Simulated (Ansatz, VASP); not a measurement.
# WS2: VASP beside Ansatz

```
W S
1.0
     3.14049    0.00000    0.00000
    -1.57025    2.71974    0.00000
     0.00000    0.00000   16.72149
W S
1 2
Cartesian
  0.0000 0.0000 0.0000
  0.0000 1.8132 1.5384
  0.0000 1.8132 15.1831
```

Change from the starting cell: volume scaled by 0.96.

Alike in both runs: task single point; functional LDA; k mesh 10 × 10 × 2; occupations fermi-dirac, width 0.05 eV; no spin polarisation.

|  | VASP | Ansatz |
| --- | --- | --- |
| version | VASP 6.6.1 | Ansatz 0.2.0 |
| potentials or method | VASP PAW LDA potentials, release 64 (W_sv, S), cutoff 520 eV | all-electron LAPW, scalar-relativistic |

Ansatz gave:

```
gap on the k mesh at the Fermi level (eV) : 2.10
least direct gap on the mesh (eV)         : 2.26
rms of the force components (eV/Å)        : 0.165
```

Question: Estimate VASP's values.

Answer: gap on the k mesh at the Fermi level (eV): 2.11; least direct gap on the mesh (eV): 2.27; rms of the force components (eV/Å): 0.189.

Atom by atom the forces differ by 0.024 eV/Å (rms over components). Ansatz ran all-electron here, so the differences hold the error of VASP's frozen core and of both bases.

Caveats: spin-orbit coupling is left out, which moves the levels of the heavy elements.
